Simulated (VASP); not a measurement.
# KI (Fm-3m) in VASP: notebook

KI is run at these levels: PBE; tasks: single point, relaxation of the atoms.

All numbers are computed with VASP 6.6.1; they aren't measurements. Logs are shortened: lines on timing, memory, paths and dates and some standing lists are left out, and cuts for length are marked.

**What was measured.**

A printed reference work, monograph reports, for a bulk crystal of KI: band gap 6.32 eV.

The runs below are set against these values where they give the same quantity.

## 1. The cell of the first run

The structure is cubic, space group Fm-3m (No. 225). The conventional cell has a = 7.066 Å, b = 7.066 Å, c = 7.066 Å, α = 90.00°, β = 90.00°, γ = 90.00°. Within 4.6 Å of K (site symmetry m-3m) lie 6 I at 3.53 Å. I (site symmetry m-3m) has 6 K at 3.53 Å within 4.6 Å.

## 2. Single point, PBE

INCAR

```
ALGO     = Normal         # electronic algorithm
EDIFF    = 1E-6           # SCF threshold, eV
ENCUT    = 520            # plane-wave cutoff, eV
GGA      = PE             # functional
ISIF     = 2              # what is computed and relaxed
ISMEAR   = -1             # smearing method
LASPH    = True           # aspherical terms in the spheres
LCHARG   = False          # write CHGCAR
LREAL    = False          # projectors in reciprocal space
LWAVE    = False          # write WAVECAR
NBANDS   = 15             # bands
NELM     = 80             # most SCF steps
PREC     = Accurate       # precision mode
SIGMA    = 0.02           # smearing width, eV
```

KPOINTS

```
k-points
0
Gamma
  7 7 7
```

POSCAR

```
KI
1.0
    0.0000000000      3.5327750000      3.5327750000
    3.5327750000      0.0000000000      3.5327750000
    3.5327750000      3.5327750000      0.0000000000
K I
1 1
Direct
    0.0000000000      0.0000000000      0.0000000000
    0.5000000000      0.5000000000      0.5000000000
```

Potentials or basis: VASP PAW PBE potentials, release 64 (K_sv, I).

Launch:

```bash
$ cat potpaw_PBE.64/K_sv/POTCAR potpaw_PBE.64/I/POTCAR > POTCAR
$ mpirun -np 1 vasp_std > vasp.out
```

OUTCAR:

```text
EDIFF = 1E-6
   ENCUT = 520
   GGA = PE
   ISIF = 2
   ISMEAR = -1
   LASPH = True
   LREAL = False
   NELM = 80
   PREC = Accurate

 ion  position               nearest neighbor table
   1  0.000  0.000  0.000-   2 3.53   2 3.53   2 3.53   2 3.53   2 3.53   2 3.53
   2  0.500  0.500  0.500-   1 3.53   1 3.53   1 3.53   1 3.53   1 3.53   1 3.53

  LATTYP: Found a face centered cubic cell.
 ALAT       =     7.0655500000

  Lattice vectors:

 A1 = (   0.0000000000,   3.5327750000,   3.5327750000)
 A2 = (   3.5327750000,   0.0000000000,   3.5327750000)
 A3 = (   3.5327750000,   3.5327750000,   0.0000000000)

Analysis of symmetry for initial positions (statically):
=====================================================================
 Subroutine PRICEL returns:
 Original cell was already a primitive cell.

 Routine SETGRP: Setting up the symmetry group for a
 face centered cubic supercell.

 Subroutine GETGRP returns: Found 48 space group operations
 (whereof 48 operations were pure point group operations)
 out of a pool of 48 trial point group operations.

The static configuration has the point symmetry O_h .

Analysis of symmetry for dynamics (positions and initial velocities):
=====================================================================
 Subroutine PRICEL returns:
 Original cell was already a primitive cell.

 Routine SETGRP: Setting up the symmetry group for a
 face centered cubic supercell.

 Subroutine GETGRP returns: Found 48 space group operations
 (whereof 48 operations were pure point group operations)
 out of a pool of 48 trial point group operations.

The dynamic configuration has the point symmetry O_h .

 Subroutine INISYM returns: Found 48 space group operations
 (whereof 48 operations are pure point group operations),
 and found     1 'primitive' translations

----------------------------------------------------------------------------------------

                                     Primitive cell

  volume of cell :      88.1816

  direct lattice vectors                    reciprocal lattice vectors
     0.000000000  3.532775000  3.532775000    -0.141531799  0.141531799  0.141531799
     3.532775000  0.000000000  3.532775000     0.141531799 -0.141531799  0.141531799
     3.532775000  3.532775000  0.000000000     0.141531799  0.141531799 -0.141531799

  length of vectors
     4.996098318  4.996098318  4.996098318     0.245140266  0.245140266  0.245140266

  position of ions in fractional coordinates (direct lattice)
     0.000000000  0.000000000  0.000000000
     0.500000000  0.500000000  0.500000000

  ion indices of the primitive-cell ions
   primitive index   ion index
                 1           1
                 2           2

----------------------------------------------------------------------------------------

 KPOINTS: k-points

Automatic generation of k-mesh.
 Grid dimensions read from file:
 generate k-points for:    7    7    7

 Generating k-lattice:

  Cartesian coordinates                     Fractional coordinates (reciprocal lattice)
    -0.020218828  0.020218828  0.020218828     0.142857143  0.000000000  0.000000000
     0.020218828 -0.020218828  0.020218828     0.000000000  0.142857143  0.000000000
     0.020218828  0.020218828 -0.020218828     0.000000000  0.000000000  0.142857143

  Length of vectors
     0.035020038  0.035020038  0.035020038

  Shift w.r.t. Gamma in fractional coordinates (k-lattice)
     0.000000000  0.000000000  0.000000000

 Subroutine IBZKPT returns following result:
 ===========================================

 Found     20 irreducible k-points:

 Following reciprocal coordinates:
            Coordinates               Weight
  0.000000  0.000000  0.000000      1.000000
  0.142857  0.000000  0.000000      8.000000
  0.285714  0.000000  0.000000      8.000000
  0.428571  0.000000  0.000000      8.000000
  0.142857  0.142857  0.000000      6.000000
  0.285714  0.142857  0.000000     24.000000
[... 12 lines left out ...]
 -0.428571  0.428571  0.142857     24.000000
 -0.285714  0.428571  0.142857     24.000000
   k-points           NKPTS =     20   k-points in BZ     NKDIM =     20   number of bands    NBANDS=     15
   number of dos      NEDOS =    301   number of ions     NIONS =      2
   total plane-waves  NPLWV =  64000
   dimension x,y,z NGX =    40 NGY =   40 NGZ =   40
   dimension x,y,z NGXF=    80 NGYF=   80 NGZF=   80
   ions per type =               1   1
   NGX,Y,Z   is equivalent  to a cutoff of  13.31, 13.31, 13.31 a.u.
   NGXF,Y,Z  is equivalent  to a cutoff of  26.62, 26.62, 26.62 a.u.
 SYSTEM =  unknown system
   PREC   = accura    normal or accurate (medium, high low for compatibility)
   ISTART =      0    job   : 0-new  1-cont  2-samecut
   ICHARG =      2    charge: 1-file 2-atom 10-const
   ISPIN  =      1    spin polarized calculation?
   LNONCOLLINEAR =      F non collinear calculations
   LSORBIT =      F    spin-orbit coupling
   LASPH  =      T    aspherical Exc in radial PAW
   ENCUT  =  520.0 eV  38.22 Ry    6.18 a.u.   9.29  9.29  9.29*2*pi/ulx,y,z
   NELM   =     80;   NELMIN=  2; NELMDL= -5     # of ELM steps
   EDIFF  = 0.1E-05   stopping-criterion for ELM
   LREAL  =      F    real-space projection
   EDIFFG = 0.1E-04   stopping-criterion for IOM
   NSW    =      0    number of steps for IOM
   IBRION =     -1    ionic relax: 0-MD 1-quasi-New 2-CG
   NFREE  =      0    steps in history (QN), initial steepest desc. (CG)
   ISIF   =      2    stress and relaxation
   ISYM   =      2    0-nonsym 1-usesym 2-fastsym
   POTIM  = 0.5000    time-step for ionic-motion
   TEBEG  =    0.0;   TEEND  =   0.0 temperature during run
   PSTRESS=    0.0 pullay stress
   NELECT =      16.0000    total number of electrons
   NUPDOWN=      -1.0000    fix difference up-down
   EMIN   =  10.00;   EMAX   =-10.00  energy-range for DOS
   EFERMI =   0.00;   METHOD = LEGACY
   ISMEAR =    -1;   SIGMA  =   0.02  broadening in eV -4-tet -1-fermi 0-gaus
   EFERMI_NEDOS =   21; number of points for ismear=-14 and -15
   IALGO  =     38    algorithm
   IMIX   =      4    mixing-type and parameters
     AMIX     =   0.40;   BMIX     =  1.00
     AMIX_MAG =   1.60;   BMIX_MAG =  1.00
  volume/ion in A,a.u.               =      44.09       297.54
  Fermi-wavevector in a.u.,A,eV,Ry     =   0.926806  1.751409 11.686988  0.858969
  Thomas-Fermi vector in A             =   2.052808
   LORBIT       =      0    0 simple, 1 ext, 2 COOP (PROOUT), +10 PAW based schemes
   GGA     = PE    functional components
   LHFCALC =     F    Hartree Fock is set to
   AEXX    =    0.0000 exact exchange contribution
   IVDW    =     0    specifies the selected vdW correction
   LEPSILON=     F    determine dielectric tensor
   LRPA    =     F    only Hartree local field effects (RPA)
 non-spin polarized calculation
  energy-cutoff  :      520.00
  volume of cell :       88.18
 maximum number of plane-waves:      2421
 NGX is ok and might be reduce to    40
   NGX = 19   NGY = 19   NGZ = 19

 number of electron      15.9999999 magnetization

 Free energy of the ion-electron system (eV)
  ---------------------------------------------------
  ext. energy  EPLUGINS =         0.00000000
  ---------------------------------------------------
  free energy    TOTEN  =        -5.55639932 eV

  energy without entropy =       -5.55639932  energy(sigma->0) =       -5.55639932

 E-fermi :  -0.0151     XC(G=0):  -7.1780

 val. band max:       -0.4158148002   @ k =   0.0000   0.0000   0.0000
 cond. band min:       3.5466092625   @ k =   0.0000   0.0000   0.0000
 fundamental gap:      3.9624240628
 Fermi energy:        -0.0151013467

 k-point     1 :       0.0000    0.0000    0.0000
  band No.  band energies     occupation
      1     -28.9178      2.00000
      2     -12.4054      2.00000
      3     -12.4054      2.00000
      4     -12.4054      2.00000
      5     -10.9179      2.00000
      6      -0.4158      2.00000
      7      -0.4158      2.00000
      8      -0.4158      2.00000
      9       3.5466      0.00000
     10       6.0810      0.00000
     11       6.0810      0.00000
     12       6.0810      0.00000
     13       6.7983      0.00000
     14       6.7983      0.00000
     15       9.3714      0.00000

 k-point     2 :       0.1429    0.0000    0.0000
  band No.  band energies     occupation
      1     -28.9174      2.00000
      2     -12.4363      2.00000
      3     -12.4059      2.00000
      4     -12.4059      2.00000
      5     -10.8631      2.00000
      6      -0.7394      2.00000
      7      -0.4843      2.00000
      8      -0.4843      2.00000
      9       4.0288      0.00000
     10       6.0016      0.00000
     11       6.2985      0.00000
     12       6.2985      0.00000
     13       7.0319      0.00000
     14       7.0319      0.00000
     15      10.0421      0.00000

 k-point     3 :       0.2857    0.0000    0.0000
  band No.  band energies     occupation
      1     -28.9165      2.00000
      2     -12.4995      2.00000
      3     -12.4069      2.00000
      4     -12.4069      2.00000
      5     -10.7450      2.00000
      6      -1.3116      2.00000
      7      -0.6287      2.00000
      8      -0.6287      2.00000
      9       4.7924      0.00000
     10       6.3185      0.00000
     11       6.8496      0.00000
     12       6.8496      0.00000
     13       7.6902      0.00000
     14       7.6902      0.00000
     15       9.5905      0.00000

 k-point     4 :       0.4286    0.0000    0.0000
  band No.  band energies     occupation
      1     -28.9158      2.00000
      2     -12.5452      2.00000
      3     -12.4077      2.00000
      4     -12.4077      2.00000
      5     -10.6538      2.00000
      6      -1.6851      2.00000
      7      -0.7365      2.00000
      8      -0.7365      2.00000
      9       5.0764      0.00000
     10       7.1526      0.00000
     11       7.5389      0.00000
     12       7.5389      0.00000
     13       8.2945      0.00000
     14       8.2945      0.00000
     15       8.9312      0.00000
[... 235 lines left out ...]
 k-point    18 :      -0.4286    0.2857    0.1429
  band No.  band energies     occupation
      1     -28.9154      2.00000
      2     -12.5015      2.00000
      3     -12.4255      2.00000
      4     -12.4152      2.00000
      5     -10.6914      2.00000
      6      -1.4561      2.00000
      7      -0.9713      2.00000
      8      -0.8118      2.00000
      9       5.6453      0.00000
     10       6.3316      0.00000
     11       6.6608      0.00000
     12       8.0073      0.00000
     13       8.2115      0.00000
     14       8.4824      0.00000
     15       9.5265      0.00000

 k-point    19 :      -0.4286    0.4286    0.1429
  band No.  band energies     occupation
      1     -28.9152      2.00000
      2     -12.4637      2.00000
      3     -12.4290      2.00000
      4     -12.4277      2.00000
      5     -10.7333      2.00000
      6      -1.3516      2.00000
      7      -0.9156      2.00000
      8      -0.8889      2.00000
      9       5.1088      0.00000
     10       5.8920      0.00000
     11       7.0607      0.00000
     12       7.9530      0.00000
     13       8.2365      0.00000
     14       9.0583      0.00000
     15       9.5500      0.00000

 k-point    20 :      -0.2857    0.4286    0.1429
  band No.  band energies     occupation
      1     -28.9151      2.00000
      2     -12.4691      2.00000
      3     -12.4389      2.00000
      4     -12.4245      2.00000
      5     -10.7109      2.00000
      6      -1.2088      2.00000
      7      -1.1880      2.00000
      8      -0.8962      2.00000
      9       5.6753      0.00000
     10       6.3333      0.00000
     11       6.4572      0.00000
     12       7.7904      0.00000
     13       8.3504      0.00000
     14       8.8972      0.00000
     15       9.6824      0.00000

------------------------ aborting loop because EDIFF is reached ----------------------------------------

  FORCE on cell =-STRESS in cart. coord.  units (eV):
  Direction    XX          YY          ZZ          XY          YZ          ZX
  --------------------------------------------------------------------------------------
  -------------------------------------------------------------------------------------
  Total        0.3409968      0.3409968      0.3409968      0.0000000      0.0000000      0.0000000
  in kB        6.1955947      6.1955947      6.1955947      0.0000000      0.0000000      0.0000000
  external PRESSURE =       6.1955947 kB  Pullay stress =       0.0000000 kB

 VOLUME and BASIS-vectors are now :
 -----------------------------------------------------------------------------
  energy-cutoff  :      520.00
  volume of cell :       88.18
      direct lattice vectors                 reciprocal lattice vectors
     0.000000000  3.532775000  3.532775000    -0.141531799  0.141531799  0.141531799
     3.532775000  0.000000000  3.532775000     0.141531799 -0.141531799  0.141531799
     3.532775000  3.532775000  0.000000000     0.141531799  0.141531799 -0.141531799

 POSITION                                       TOTAL-FORCE (eV/Angst)
 -----------------------------------------------------------------------------------
      0.00000      0.00000      0.00000        -0.000000     -0.000000      0.000000
      3.53277      3.53277      3.53277         0.000000      0.000000      0.000000
 -----------------------------------------------------------------------------------
    total drift:                                0.000000     -0.000000     -0.000000

  FREE ENERGIE OF THE ION-ELECTRON SYSTEM (eV)
  ---------------------------------------------------
  free  energy   TOTEN  =        -5.5563993239 eV

  energy  without entropy=       -5.5563993239  energy(sigma->0) =       -5.55639932
```

Run time: 17 s. Hardware: 1 thread of Oxide Virtual Turin-like, shared host; peak memory 0.21 GiB.

What came out:

| Item | Value |
| --- | --- |
| Free energy | -5.5564 eV |
| Pressure | 0.6 GPa |
| Band gap on the k mesh | 3.96 eV |

Caveat: spin-orbit coupling is left out, which moves the levels of the heavy elements; an odd mesh through Γ misses points on the zone boundary, where band edges can lie.

## 3. Relaxation of the atoms, PBE

INCAR

```
PREC = Accurate
ENCUT = 520
EDIFF = 1E-7
ISMEAR = -1
SIGMA = 0.02
LREAL = F
LASPH = T
NELM = 100
ALGO = Normal
ISIF = 2
LWAVE = F
LCHARG = F
GGA = PE
IBRION = 2
NSW = 80
EDIFFG = -0.02
```

KPOINTS

```
regular mesh
0
Gamma
  7 7 7
```

POSCAR is that of step 2.

Potentials or basis: VASP PAW PBE potentials, release 64 (K_sv, I).

Launch:

```bash
$ cat potpaw_PBE.64/K_sv/POTCAR potpaw_PBE.64/I/POTCAR > POTCAR
$ mpirun -np 1 vasp_std > vasp.out
```

Wall time 17 s (1 thread of Oxide Virtual Turin-like, shared host); peak memory 0.2 GiB.

It converged, with:

```
Free energy             : -5.5564 eV
Pressure after relaxing : 0.6 GPa
Band gap on the k mesh  : 3.96 eV
```

Final structure:
```yaml
crystal:
  lattice:
    - [0.00000, 3.53277, 3.53277]
    - [3.53277, 0.00000, 3.53277]
    - [3.53277, 3.53277, 0.00000]
  atoms:
    - { symbol: K, position: [0.00000, 0.00000, 0.00000] }
    - { symbol: I, position: [0.50000, 0.50000, 0.50000] }
```

Levels at points of the mesh, in eV from the valence-band top:
```csv
k point,band 5,band 6,band 7,band 8,band 9,band 10,band 11,band 12
"(0.00, 0.00, 0.00)",-10.50,0.00,0.00,0.00,3.96,6.50,6.50,6.50
```

Caveat: the relaxation stopped at its first step, so nothing moved; spin-orbit coupling is left out, which moves the levels of the heavy elements; an odd mesh through Γ misses points on the zone boundary, where band edges can lie.

## 4. Comparison with measurements

Step 2. Against the measured gap of KI, 6.32 eV (a printed reference work, monograph), the calculated 3.96 eV is off by -2.36 eV. Spin-orbit coupling on I is left out. The value is that of PBE on a finite k mesh, which can miss the band edges, without temperature or zero-point motion. Semilocal functionals fall short of measured gaps as a rule.

Step 3. A measured gap of KI is 6.32 eV (a printed reference work, monograph); the calculated 3.96 eV misses it by -2.36 eV. Spin-orbit coupling on I is left out. The value is that of PBE on a finite k mesh, which can miss the band edges, without temperature or zero-point motion. Semilocal functionals fall short of measured gaps as a rule.
